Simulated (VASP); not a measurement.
A run of VASP 6.6.1:

The input INCAR:

```
SYSTEM = GaP
PREC = Accurate ; ENCUT = 600
EDIFF = 1E-7 ; ISMEAR = 0
SIGMA = 0.03 ; LREAL = .False.
LASPH = .True. ; NELM = 80
ALGO = Normal ; ISIF = 3
LWAVE = .False. ; LCHARG = .False.
GGA = PS ; IBRION = 2
NSW = 90 ; EDIFFG = -0.005
KPAR = 2
```

KPOINTS

```
Automatic mesh
0
Gamma
  10 10 10
  0 0 0
```

The input POSCAR:

```
GaP                                     
1.0
    0.0000000000      2.7184346443      2.7184346443
    2.7184346443      0.0000000000      2.7184346443
    2.7184346443      2.7184346443     -0.0000000000
  Ga              P             
     1     1
Direct
     0.0000000000000000    0.0000000000000000    0.0000000000000000
     0.2500000000000000    0.2500000000000000    0.2500000000000000
```

Potentials or basis: VASP PAW PBE potentials, release 64 (Ga_d, P).

Launch:

```bash
$ cat potpaw_PBE.64/Ga_d/POTCAR potpaw_PBE.64/P/POTCAR > POTCAR
$ mpirun -np 2 vasp_std > vasp.out
```

Hardware: 2 MPI ranks on Intel(R) Xeon(R) 6975P-C (Granite Rapids), on a shared host.

Problem. How long does it take, and how much memory?

Solution. It took 7.5 s on 2 MPI ranks on Intel(R) Xeon(R) 6975P-C (Granite Rapids) (shared host), peak memory 0.18 GiB a rank. Counts: scf iterations 14, k points 47, ion steps 1.
